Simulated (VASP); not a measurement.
The system is SiMo3.

```
Si Mo
1.0
     4.07002    0.00000    0.00000
     0.00000    4.07002    0.00000
     0.00000    0.00000    3.95063
Si Mo
1 3
Direct
  0.00000 0.00000 0.00000
  0.50000 0.50000 0.00000
  0.50000 0.00000 0.50000
  0.00000 0.50000 0.50000
```

The cell was built by a generator and needn't be a form met in nature.

| Quantity | Value |
| --- | --- |
| Program | VASP 6.6.1 |
| Task | relaxation of cell and atoms |
| Functional | PBE |
| Potentials or basis | VASP PAW PBE potentials, release 64 (Si, Mo_sv) |
| Cutoff | 520 eV |
| k mesh | 5 × 5 × 5 |
| Occupations | gaussian, width 0.15 eV |
| Spin | no spin polarisation |

At the start: pressure -16.7 GPa; volume 16.36 Å³/atom.

Problem. Where does the relaxation end?

Solution. Over 6 steps the energy falls by 74.9 meV/atom and the volume is 15.00 Å³/atom (-8.3 %); space group P4/mmm (No. 123, to 0.05 Å).

The path:
| step | energy change (eV) | largest force (eV/Å) | pressure (GPa) | volume (Å³) |
| --- | --- | --- | --- | --- |
| 1 | 0.0000 | 0.0000 | -16.66 | 65.44 |
| 2 | 1.1716 | 0.0000 | 57.50 | 50.61 |
| 3 | -0.2984 | 0.0000 | -1.07 | 60.41 |
| 4 | -0.2995 | 0.0000 | -0.85 | 60.18 |
| 5 | -0.2922 | 0.0000 | 3.13 | 59.32 |
| 6 | -0.2995 | 0.0000 | 0.41 | 60.00 |

Final structure:
```
Si Mo
1.0
     3.95425    0.00000    0.00000
     0.00000    3.95425    0.00000
     0.00000    0.00000    3.83703
Si Mo
1 3
Direct
  0.00000 0.00000 0.00000
  0.50000 0.50000 0.00000
  0.50000 0.00000 0.50000
  0.00000 0.50000 0.50000
```
